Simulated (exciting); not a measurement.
# Ti (P6/mmm) in exciting: reference runs

How does Ti come out in PBEsol? The cell is run as given.

Program: exciting (release sodium). These are calculated values, not measurements. Logs are shortened: lines on timing, memory, paths and dates and some standing lists are left out, and cuts for length are marked.

### Step 1. Starting point

It takes space group P6/mmm (No. 191, hexagonal). The conventional cell has a = 4.567 Å, b = 4.567 Å, c = 2.826 Å, α = 90.00°, β = 90.00°, γ = 120.00°. Ti (site symmetry -6m2) has 11 Ti at 2.64 to 2.99 Å as nearest neighbours. Ti (site symmetry 6/mmm) has 14 Ti at 2.83 to 2.99 Å as nearest neighbours.

This isn't the form of Ti at room conditions, which is hcp.

### Step 2. Single point, PBEsol

File input.xml:

```xml
<input>
  <title>Ti</title>
  <structure speciespath="./" tshift="false">
    <crystal scale="1">
      <basevect>8.631087538343 0.000000000000 0.000000000000</basevect>
      <basevect>-4.315543769172 7.474741070482 0.000000000000</basevect>
      <basevect>0.000000000000 0.000000000000 5.340827631593</basevect>
    </crystal>
    <species speciesfile="Ti.xml" rmt="2">
      <atom coord="0.666666666700 0.333333333300 0.500000000000"/>
      <atom coord="0.333333333300 0.666666666700 0.500000000000"/>
      <atom coord="0.000000000000 0.000000000000 0.000000000000"/>
    </species>
  </structure>
  <groundstate do="fromscratch" ngridk="7 7 9" rgkmax="9" gmaxvr="14" lmaxapw="10" lmaxmat="10" lmaxvr="8" xctype="GGA_PBE_SOL" stype="Fermi Dirac" swidth="0.00183747" nempty="24" ValenceRelativity="iora*" epsengy="1e-05" epspot="1e-05" maxscl="60" tforce="true" outputlevel="normal"/>
</input>
```

Potentials or basis: all-electron LAPW+lo, shipped species files, valence relativity iora*.

On the command line:

```bash
$ OMP_NUM_THREADS=1 exciting_smp
```

INFO.OUT:

```text
================================================================================
EXCITING SODIUM started
All units are atomic (Hartree, Bohr, etc.)
================================================================================

********************************************************************************
* Ground-state run starting from atomic densities                              *
********************************************************************************

++++++++++++++++++++++++++++++++++++++++++++++++++++++++++++++++++++++++++++++++
+ Starting initialization                                                      +
++++++++++++++++++++++++++++++++++++++++++++++++++++++++++++++++++++++++++++++++

 Lattice vectors (cartesian) :
      8.6310875383      0.0000000000      0.0000000000
     -4.3155437692      7.4747410705      0.0000000000
      0.0000000000      0.0000000000      5.3408276316

 Reciprocal lattice vectors (cartesian) :
      0.7279714496      0.4202945124     -0.0000000000
      0.0000000000      0.8405890248      0.0000000000
      0.0000000000     -0.0000000000      1.1764441282

 Unit cell volume                           :     344.5642664327
 Brillouin zone volume                      :       0.7198953508

 Species :    1 (Ti)
     parameters loaded from                 :    Ti.xml
     name                                   :    titanium
     nuclear charge                         :     -22.00000000
     electronic charge                      :      22.00000000
     atomic mass                            :   87256.20311000
     muffin-tin radius                      :       2.00000000
     # of radial points in muffin-tin       :     350

     atomic positions (lattice) :
       1 :   0.66666667  0.33333333  0.50000000
       2 :   0.33333333  0.66666667  0.50000000
       3 :   0.00000000  0.00000000  0.00000000

 Total number of atoms per unit cell        :       3

 Spin treatment                             :    spin-unpolarised

 Number of Bravais lattice symmetries       :      24
 Number of crystal symmetries               :      24
[... 59 lines left out ...]
 Fermi energy                               :         0.35363303
 Kinetic energy                             :      2586.39346973
 Coulomb energy                             :     -5013.88900402
 Exchange energy                            :      -119.99421507
 Correlation energy                         :        -3.28670095
[... 430 lines left out ...]
 RMS change in effective potential (target) :  0.156235E-07  ( 0.100000E-04)
 Absolute change in total energy   (target) :  0.164113E-05  ( 0.100000E-04)
 Charge distance                   (target) :  0.837413E-08  ( 0.100000E-04)
 Abs. change in max-nonIBS-force   (target) :   0.00000      ( 0.500000E-04)

++++++++++++++++++++++++++++++++++++++++++++++++++++++++++++++++++++++++++++++++
| Convergency criteria checked for the last 2 iterations                       +
| Convergence targets achieved. Performing final SCF iteration                 +
++++++++++++++++++++++++++++++++++++++++++++++++++++++++++++++++++++++++++++++++
 Total energy                               :     -2558.61516535
 _______________________________________________________________
 Fermi energy                               :         0.34453201
 Kinetic energy                             :      2582.45105704
 Coulomb energy                             :     -5017.41163207
 Exchange energy                            :      -120.36652368
 Correlation energy                         :        -3.28806664

 DOS at Fermi energy (states/Ha/cell)       :        70.99848720

 Electron charges :
     core                                   :        30.00000000
     core leakage                           :         0.00000017
     valence                                :        36.00000000
     interstitial                           :         7.42455974
     charge in muffin-tin spheres :
                  atom     1    Ti          :        19.55716467
                  atom     2    Ti          :        19.55716467
                  atom     3    Ti          :        19.46111092
     total charge in muffin-tins            :        58.57544026
     total charge                           :        66.00000000

++++++++++++++++++++++++++++++++++++++++++++++++++++++++++++++++++++++++++++++++
+ Self-consistent loop stopped                                                 +
++++++++++++++++++++++++++++++++++++++++++++++++++++++++++++++++++++++++++++++++
 STATE.OUT is written

--------------------------------------------------------------------------------
- Writing atomic positions and forces                                          -
--------------------------------------------------------------------------------

 Atomic positions (lattice) :
 atom     1  Ti  :     0.66666667    0.33333333    0.50000000
 atom     2  Ti  :     0.33333333    0.66666667    0.50000000
 atom     3  Ti  :     0.00000000    0.00000000    0.00000000

 Total atomic forces including IBS (cartesian) :
 atom     1  Ti  :    -0.00000000   -0.00000000    0.00000000
 atom     2  Ti  :     0.00000000    0.00000000    0.00000000
 atom     3  Ti  :    -0.00000000    0.00000000    0.00000000

 Atomic force components including IBS (cartesian) :
 atom     1  Ti  :    -0.00000000    0.00000000    0.00000000   HF force
                 :     0.00000000    0.00000000   -0.00000000   core correction
                 :    -0.00000000    0.00000000    0.00000000   IBS correction
 atom     2  Ti  :    -0.00000000   -0.00000000    0.00000000   HF force
                 :    -0.00000000    0.00000000   -0.00000000   core correction
                 :     0.00000000   -0.00000000    0.00000000   IBS correction
 atom     3  Ti  :     0.00000000    0.00000000    0.00000000   HF force
                 :    -0.00000000   -0.00000000    0.00000000   core correction
                 :     0.00000000    0.00000000    0.00000000   IBS correction

********************************************************************************
* Groundstate module stopped                                                   *
********************************************************************************

--------------------------------------------------------------------------------
- CAUTION! Warnings have been written in file WARNING.OUT !                    -
--------------------------------------------------------------------------------
================================================================================
| EXCITING SODIUM stopped                                                      =
================================================================================
```

WARNINGS.OUT:

```text
Inversion symmetry is present. Consider using input%groundstate%solver%type = "inversionsymmetry"
```

Run time: 5.9 min. Hardware: 1 thread of Arm Neoverse V2, shared host; peak memory 0.16 GiB.

Results:

| Property | Result |
| --- | --- |
| Free energy | -69623.4877 eV |
| Band gap on the k mesh | none (metal or under the smearing width) |
| All electrons inside the program's atomic spheres | Ti 19.56, 19.46 (radii Ti 2.0 bohr) |

Levels at points of the mesh, in eV from the Fermi level:
```tsv
k point	band 16	band 17	band 18	band 19	band 20	band 21
(0.00, 0.00, 0.00)	-0.70	-0.60	-0.60	-0.02	0.69	1.31
```

Caveat: the log's total energy holds no entropy term; the free energy is that total less TS from the occupations.
